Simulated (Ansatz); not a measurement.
Zinc-blende AlSb was calculated with PBE+SOC in Ansatz (PAW).

Numerical settings: plane-wave cutoff 520 eV, 10×10×10 k mesh, Fermi–Dirac smearing 0.01 eV, PAW data made under PBE.

Response to compression and expansion:

```json
[
 {"V (Å³/atom)": "28.344", "P (GPa)": "3.49", "direct gap at Γ (eV)": "1.554"},
 {"V (Å³/atom)": "28.947", "P (GPa)": "2.20", "direct gap at Γ (eV)": "1.389"},
 {"V (Å³/atom)": "29.550", "P (GPa)": "1.04", "direct gap at Γ (eV)": "1.229"},
 {"V (Å³/atom)": "30.153", "P (GPa)": "0.00", "direct gap at Γ (eV)": "1.076"},
 {"V (Å³/atom)": "30.756", "P (GPa)": "-0.93", "direct gap at Γ (eV)": "0.928"},
 {"V (Å³/atom)": "31.359", "P (GPa)": "-1.76", "direct gap at Γ (eV)": "0.786"},
 {"V (Å³/atom)": "31.963", "P (GPa)": "-2.51", "direct gap at Γ (eV)": "0.649"}
]
```

A straight line through the gaps at Γ against ln V gives a volume deformation potential dE_g(Γ)/d ln V of -7.5 eV: the gap at Γ widens under compression.

Measured, for comparison: band gap 1.73 eV (zero-point renormalisation of 35 meV (experimental, the table's column) added back, indirect; as tabulated in Miglio et al. (2020), arXiv:2011.12765).

Ansatz is a first-principles code.
